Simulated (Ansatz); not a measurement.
Runs of Ansatz 0.2.0 on WS2 (Tungstenite). Symmetry: P6_3/mmc, No. 194, hexagonal system. The conventional cell has a = 3.180 Å, b = 3.180 Å, c = 12.500 Å, α = 90.00°, β = 90.00°, γ = 120.00°. W (site symmetry -6m2) has 6 S at 2.41 Å as nearest neighbours. S (site symmetry 3m) has 3 W at 2.41 Å as nearest neighbours. 

```tsv
task	level	cutoff (eV)	basis error allowed	gap on the mesh (eV)	pressure (GPa)	largest force (eV/Å)
band structure	PBEsol	259	0.002 eV/atom	1.08	-2.7	(b)
single point	PBE	283	0.001 eV/atom	1.12	2.3	0.13
band structure	PBE	259	0.002 eV/atom	1.12	2.3	0.13
band structure	LDA	260	0.002 eV/atom	(a)	-5.6	0.36
```

Alike in all rows: potentials or basis all-electron LAPW, scalar-relativistic; no spin polarisation; cell as given; k mesh 10 × 10 × 3; smearing fermi-dirac 0.05 eV.

Fill in the values left out.

(a) 1.04; (b) 0.15.

Caveats: spin-orbit coupling is left out, which moves the levels of the heavy elements; this functional lacks dispersion, which binds the layers, so the pressure and a relaxed spacing across them are unreliable (some runs); an odd mesh through Γ misses points on the zone boundary, where band edges often lie (some runs).

A k mesh can miss the band edges, and the runs leave out spin-orbit coupling on W.

Not every run made on this cell is shown here.
